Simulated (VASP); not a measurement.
# CuI (Marshite) (F-43m) in VASP: further runs, part 3 of 3

VASP 6.6.1.

## (4) Relaxation of cell and atoms, r2SCAN

This run uses another cell than the first one, of 27.28 Å³/atom, 1.038 times its volume.

Input file INCAR:

```
SYSTEM = CuI
PREC = Accurate
ENCUT = 600
EDIFF = 1E-7
ISMEAR = 0
SIGMA = 0.03
LREAL = .FALSE.
LASPH = .TRUE.
NELM = 80
ALGO = Normal
ISIF = 3
LWAVE = .FALSE.
LCHARG = .FALSE.
METAGGA = R2SCAN
LMIXTAU = .TRUE.
IBRION = 2
NSW = 90
EDIFFG = -0.005
```

Input file KPOINTS:

```
Automatic mesh
0
G
  8 8 8
  0 0 0
```

Input file POSCAR:

```
CuI                                     
1.0
    0.0000000000      3.0103111273      3.0103111273
    3.0103111273     -0.0000000000      3.0103111273
    3.0103111273      3.0103111273      0.0000000000
  Cu              I             
     1     1
Direct
     0.2500000000000000    0.2500000000000000    0.2500000000000000
     0.0000000000000000    0.0000000000000000    0.0000000000000000
```

Potentials or basis: VASP PAW PBE potentials, release 64 (Cu, I).

Started as:

```bash
$ cat potpaw_PBE.64/Cu/POTCAR potpaw_PBE.64/I/POTCAR > POTCAR
$ mpirun -np 1 vasp_std > vasp.out
```

OUTCAR:

```text
SYSTEM = CuI
   PREC = Accurate
   ENCUT = 600
   EDIFF = 1E-7
   ISMEAR = 0
   LREAL = .FALSE.
   LASPH = .TRUE.
   NELM = 80
   ISIF = 3
   METAGGA = R2SCAN
   IBRION = 2
   NSW = 90
   EDIFFG = -0.005

 ion  position               nearest neighbor table
   1  0.250  0.250  0.250-   2 2.61   2 2.61   2 2.61   2 2.61
   2  0.000  0.000  0.000-   1 2.61   1 2.61   1 2.61   1 2.61

  LATTYP: Found a face centered cubic cell.
 ALAT       =     6.0206222546

  Lattice vectors:

 A1 = (   0.0000000000,   3.0103111273,   3.0103111273)
 A2 = (   3.0103111273,   0.0000000000,   3.0103111273)
 A3 = (   3.0103111273,   3.0103111273,   0.0000000000)

Analysis of symmetry for initial positions (statically):
=====================================================================
 Subroutine PRICEL returns:
 Original cell was already a primitive cell.

 Routine SETGRP: Setting up the symmetry group for a
 face centered cubic supercell.

 Subroutine GETGRP returns: Found 24 space group operations
 (whereof 24 operations were pure point group operations)
 out of a pool of 48 trial point group operations.

The static configuration has the point symmetry T_d .

Analysis of symmetry for dynamics (positions and initial velocities):
=====================================================================
 Subroutine PRICEL returns:
[... 230 lines left out ...]
--------------------------------------- Ionic step        3  -------------------------------------------

 number of electron      17.9999998 magnetization

 Free energy of the ion-electron system (eV)
  ---------------------------------------------------
  ext. energy  EPLUGINS =         0.00000000
  ---------------------------------------------------
  free energy    TOTEN  =       -35.79688212 eV

  energy without entropy =      -35.79688212  energy(sigma->0) =      -35.79688212

 E-fermi :   4.6461     XC(G=0):  -9.5506

 val. band max:        4.4817936356   @ k =   0.0000   0.0000   0.0000
 cond. band min:       6.1568100225   @ k =   0.0000   0.0000   0.0000
 fundamental gap:      1.6750163869
 Fermi energy:         4.6460604783

 k-point     1 :       0.0000    0.0000    0.0000
  band No.  band energies     occupation
      1     -10.1545      2.00000
      2       0.5878      2.00000
      3       0.5879      2.00000
      4       0.5879      2.00000
      5       2.5612      2.00000
      6       2.5612      2.00000
      7       4.4818      2.00000
      8       4.4818      2.00000
      9       4.4818      2.00000
     10       6.1568      0.00000
     11       9.7015      0.00000
     12       9.7015      0.00000
     13       9.7015      0.00000
[... 354 lines left out ...]
  band No.  band energies     occupation
      1      -9.4399      2.00000
      2      -1.1585      2.00000
      3       0.0181      2.00000
      4       0.5536      2.00000
      5       2.4850      2.00000
      6       2.5708      2.00000
      7       2.6881      2.00000
      8       3.1348      2.00000
      9       3.4325      2.00000
     10       8.4101      0.00000
     11       9.3965      0.00000
     12      11.1185      0.00000
     13      12.3290      0.00000

 [... further k-points ...]
[... 5 lines left out ...]
  --------------------------------------------------------------------------------------
  -------------------------------------------------------------------------------------
  Total       -0.0017573     -0.0017573     -0.0017573      0.0000000      0.0000000     -0.0000000
  in kB       -0.0515729     -0.0515729     -0.0515729      0.0000000      0.0000000     -0.0000000
  external PRESSURE =      -0.0515729 kB  Pullay stress =       0.0000000 kB
[... 17 lines left out ...]
  FREE ENERGIE OF THE ION-ELECTRON SYSTEM (eV)
  ---------------------------------------------------
  free  energy   TOTEN  =       -35.7968821242 eV

  energy  without entropy=      -35.7968821242  energy(sigma->0) =      -35.79688212

 reached required accuracy - stopping structural energy minimisation
```

OSZICAR:

```text
N       E                     dE             d eps       ncg     rms          rms(c)
DAV:   1     0.735891576798E+02    0.73589E+02   -0.86913E+03   754   0.169E+03
DAV:   2    -0.311117352907E+02   -0.10470E+03   -0.98747E+02   769   0.289E+02
DAV:   3    -0.388502286739E+02   -0.77385E+01   -0.76082E+01  1043   0.873E+01
DAV:   4    -0.390848781322E+02   -0.23465E+00   -0.23439E+00   832   0.131E+01
[... 30 lines left out ...]
DAV:   4    -0.357968787016E+02    0.54580E-05   -0.29125E-05   819   0.551E-02    0.733E-03
DAV:   5    -0.357968795376E+02   -0.83605E-06   -0.40298E-06   984   0.358E-02    0.457E-03
DAV:   6    -0.357968813964E+02   -0.18588E-05   -0.20274E-06   786   0.216E-02    0.110E-03
DAV:   7    -0.357968820706E+02   -0.67418E-06   -0.78303E-07   762   0.137E-02    0.647E-04
DAV:   8    -0.357968821242E+02   -0.53564E-07   -0.22174E-07   713   0.520E-03
   3 F= -.35796882E+02 E0= -.35796882E+02  d E =-.377047E-05
```

CONTCAR:

```text
CuI
   1.00000000000000
     0.0000000000000000    3.0109472488520481    3.0109472488520481
     3.0109472488520481    0.0000000000000000    3.0109472488520481
     3.0109472488520481    3.0109472488520481    0.0000000000000000
  Cu              I
     1     1
Direct
     0.2500000000000000    0.2500000000000000    0.2500000000000000
     0.0000000000000000    0.0000000000000000    0.0000000000000000

  0.00000000E+00  0.00000000E+00  0.00000000E+00
  0.00000000E+00  0.00000000E+00  0.00000000E+00
```

It took 4.1 min on 1 thread of Intel Xeon Platinum 8488C (Sapphire Rapids), shared host; peak memory 0.23 GiB.

What came out:

```yaml
Free_energy: -35.7969 eV
Relaxed_volume: 27.30 Å³/atom
Relaxed_cell: a = 4.258 Å, b = 4.258 Å, c = 4.258 Å, α = 60.00°, β = 60.00°, γ = 60.00°
Space_group_after_relaxing_to_0.05_Å: F-43m (No. 216)
Energy_gained_by_relaxing: 0.0 meV/atom
Ionic_steps: 3
Pressure_after_relaxing: 0.0 GPa
Band_gap_on_the_k_mesh: 1.67 eV, direct
```

Final structure:
```yaml
crystal:
  lattice:
    - [0.00000, 3.01095, 3.01095]
    - [3.01095, 0.00000, 3.01095]
    - [3.01095, 3.01095, 0.00000]
  atoms:
    - { symbol: Cu, position: [0.25000, 0.25000, 0.25000] }
    - { symbol: I, position: [0.00000, 0.00000, 0.00000] }
```

Levels at points of the mesh, in eV from the valence-band top:
```tsv
k point	band 5	band 6	band 7	band 8	band 9	band 10	band 11	band 12	band 13
(0.00, 0.00, 0.00)	-1.92	-1.92	0.00	0.00	0.00	1.67	5.22	5.22	5.22
(0.50, 0.00, 0.00)	-1.89	-1.89	-1.85	-0.75	-0.75	2.57	5.73	5.73	7.76
(0.50, 0.50, 0.00)	-1.96	-1.84	-1.83	-1.57	-1.57	2.90	3.17	9.95	10.52
```

Caveat: the PAW data sets were made with another functional, which shifts forces and pressure a little; spin-orbit coupling is left out, which moves the levels of the heavy elements. r2SCAN opens gaps a little over a GGA but as a rule still falls short of measured ones.

## (5) Relaxation of the atoms, r2SCAN (a relaxed cell with its volume scaled by 0.94)

Changes to INCAR since step 4:

```diff
@@ -10,3 +10,3 @@
 ALGO = Normal
-ISIF = 3
+ISIF = 2
 LWAVE = .FALSE.
@@ -16,3 +16,3 @@
 IBRION = 2
-NSW = 90
-EDIFFG = -0.005
+NSW = 40
+EDIFFG = -0.01
```

KPOINTS is that of step 4.

Input file POSCAR:

```
CuI                                     
1.0
    0.0000000000      2.9494820991      2.9494820991
    2.9494820991      0.0000000000      2.9494820991
    2.9494820991      2.9494820991      0.0000000000
  Cu              I             
     1     1
Direct
     0.2500000000000000    0.2500000000000000    0.2500000000000000
     0.0000000000000000    0.0000000000000000    0.0000000000000000
```

Started as:

```bash
$ cat potpaw_PBE.64/Cu/POTCAR potpaw_PBE.64/I/POTCAR > POTCAR
$ mpirun -np 1 vasp_std > vasp.out
```

Wall time 2 min (1 thread of Intel Xeon Platinum 8488C (Sapphire Rapids), shared host); peak memory 0.22 GiB.

It converged, with:

| Quantity | Value |
| --- | --- |
| Free energy | -35.7656 eV |
| Pressure after relaxing | 3.2 GPa |
| Band gap on the k mesh | 1.87 eV, direct |

Final structure:
```
Cu I
1.0
     0.00000    2.94948    2.94948
     2.94948    0.00000    2.94948
     2.94948    2.94948    0.00000
Cu I
1 1
Direct
  0.25000 0.25000 0.25000
  0.00000 0.00000 0.00000
```

Levels at points of the mesh, in eV from the valence-band top:
| k point | band 6 | band 7 | band 8 | band 9 | band 10 | band 11 | band 12 | band 13 |
| --- | --- | --- | --- | --- | --- | --- | --- | --- |
| (0.00, 0.00, 0.00) | -2.21 | 0.00 | 0.00 | 0.00 | 1.87 | 5.14 | 5.14 | 5.14 |
| (0.50, 0.00, 0.00) | -2.18 | -2.13 | -0.86 | -0.86 | 2.62 | 5.68 | 5.68 | 7.85 |
| (0.50, 0.50, 0.00) | -2.11 | -2.10 | -1.81 | -1.81 | 2.78 | 3.12 | 10.45 | 10.85 |

Caveat: the relaxation stopped at its first step, so nothing moved; the PAW data sets were made with another functional, which shifts forces and pressure a little; spin-orbit coupling is left out, which moves the levels of the heavy elements.

## (6) Summary

```tsv
task	level	cell	gap on the mesh (eV)	pressure (GPa)
relaxation of cell and atoms	PBEsol	relaxed	1.19	0.0
relaxation of cell and atoms	r2SCAN	relaxed	1.67	0.0
relaxation of the atoms	r2SCAN	atoms relaxed from: a relaxed cell with its volume scaled by 0.94	1.87	3.2
```

Alike in all rows: potentials or basis VASP PAW PBE potentials, release 64 (Cu, I); no spin polarisation; k mesh 8 × 8 × 8; cutoff (eV) 600; smearing gaussian 0.03 eV.

Caveats: the PAW data sets were made with another functional, which shifts forces and pressure a little; spin-orbit coupling is left out, which moves the levels of the heavy elements; the relaxation stopped at its first step, so nothing moved (some runs).

Total energies depend on the potentials used, so only differences within one code and one set of settings carry meaning.
